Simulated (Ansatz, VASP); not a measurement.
As: VASP beside Ansatz

The input INCAR:

```
PREC     = Accurate       # precision mode
ENCUT    = 520            # plane-wave cutoff, eV
EDIFF    = 1E-6           # SCF threshold, eV
ISMEAR   = -1             # smearing method
SIGMA    = 0.1            # smearing width, eV
LREAL    = F              # projectors in reciprocal space
LASPH    = T              # aspherical terms in the spheres
NELM     = 60             # most SCF steps
ALGO     = Normal         # electronic algorithm
ISIF     = 2              # what is computed and relaxed
LWAVE    = F              # write WAVECAR
LCHARG   = F              # write CHGCAR
GGA      = PE             # functional
NBANDS   = 14             # bands
```

Contents of KPOINTS:

```
Automatic mesh
0
Gamma
  8 8 10
```

File POSCAR:

```
As
1.0
    3.8527617906      0.0000000000      0.0000000000
   -1.9263808953      3.3365895854      0.0000000000
    0.0000000000      0.0000000000      2.2502730614
As
3
Direct
    0.0000000000      0.0000000000      0.0000000000
    0.3333333333      0.6666666667      0.5000000000
    0.6666666667      0.3333333333      0.5000000000
```

Input for Ansatz:

```yaml
crystal:
  lattice:
    - [3.8527617906, 0.0, 0.0]
    - [-1.9263808953, 3.3365895854, 0.0]
    - [0.0, 0.0, 2.2502730614]
  atoms:
    - { symbol: As, position: [0.0, 0.0, 0.0] }
    - { symbol: As, position: [0.3333333333, 0.6666666667, 0.5] }
    - { symbol: As, position: [0.6666666667, 0.3333333333, 0.5] }
kpoints:
  mp_grid: { grid: [8, 8, 10] }
  band_path:
    path:
      - [0.0, 0.0, 0.0]
      - [0.5, 0.0, 0.0]
      - [0.3333333333, 0.3333333333, 0.0]
      - [0.0, 0.0, 0.0]
      - [0.0, 0.0, 0.5]
      - [0.5, 0.0, 0.5]
      - [0.3333333333, 0.3333333333, 0.5]
      - [0.0, 0.0, 0.5]
      - [0.5, 0.0, 0.5]
    npoints: 8
scf:
  occupations: { method: fermi_dirac, width: 0.1 }
hamiltonian:
  xc: pbe
  pseudopotentials: { kind: paw }
output:
  forces: true
  stress: true
  eigenvalues: true
  populations: true
  dos: { projected: true, de: 0.2, e_range: [-14, 8] }
```

Change from the starting cell: volume scaled by 0.5, PAW files.

Alike in both runs: task single point; functional PBE; k mesh 8 × 8 × 10; occupations fermi-dirac, width 0.1 eV; no spin polarisation.

```csv
,VASP,Ansatz
version,VASP 6.6.1,Ansatz 0.2.0
potentials or method,"VASP PAW PBE potentials, release 64 (As)","PAW with Ansatz's default frozen-core files, scalar-relativistic"
plane-wave cutoff (eV),520,420
valence electrons in the cell,15,45
```

|  | VASP | Ansatz | Ansatz less VASP |
| --- | --- | --- | --- |
| pressure (GPa) | 255.1 | 246.2 | -8.90 |
| largest component of the traceless stress (GPa) | 0.08 | 0.23 | +0.154 |

The two sets of potentials don't hold the same shells in valence.

Caveats: the cell as given lies far from equilibrium; so large a pressure means that the cell lies far from this level's equilibrium, or that cutoff or potentials fall short (VASP).
